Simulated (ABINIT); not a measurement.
SiC (Moissanite):

```xyz
4
Lattice="3.0760 0.0000 0.0000 -1.5380 2.6639 0.0000 0.0000 0.0000 5.0480" Properties=species:S:1:pos:R:3 pbc="T T T"
Si    1.5380    0.8880    2.5240
Si    0.0000    1.7759    0.0000
C     1.5380    0.8880    4.4675
C     0.0000    1.7759    1.9435
```

Program: ABINIT 10.8.3 (patched build). Alike in all runs: no spin polarisation; cell as given; cutoff (eV) 1007.

Problem. Order these runs on this cell by their pressure, lowest first.
A. level PBE; potentials or basis Ansatz NC PBE; k mesh 8 × 8 × 4; smearing fermi-dirac 0.05 eV; mesh quality not flagged
B. level LDA; potentials or basis PseudoDojo NC SR LDA v0.4.1 standard; k mesh 12 × 12 × 6, shifted; smearing fixed; bands in the sums 14; broadening (eV) 0.05; scissor shift (eV) 0; mesh quality not flagged
C. level PBEsol; potentials or basis PseudoDojo NC SR PBEsol v0.4.1 standard; k mesh 6 × 6 × 4, shifted; smearing fixed; stop of the response cycle (tolvrs) 1e-08; acoustic sum rule (asr) 2; mesh quality coarse

Solution. B (-4.8 GPa), C (0.1 GPa), A (3.8 GPa).

Caveats: some runs use coarse meshes.

Not every run made on this cell is shown here.
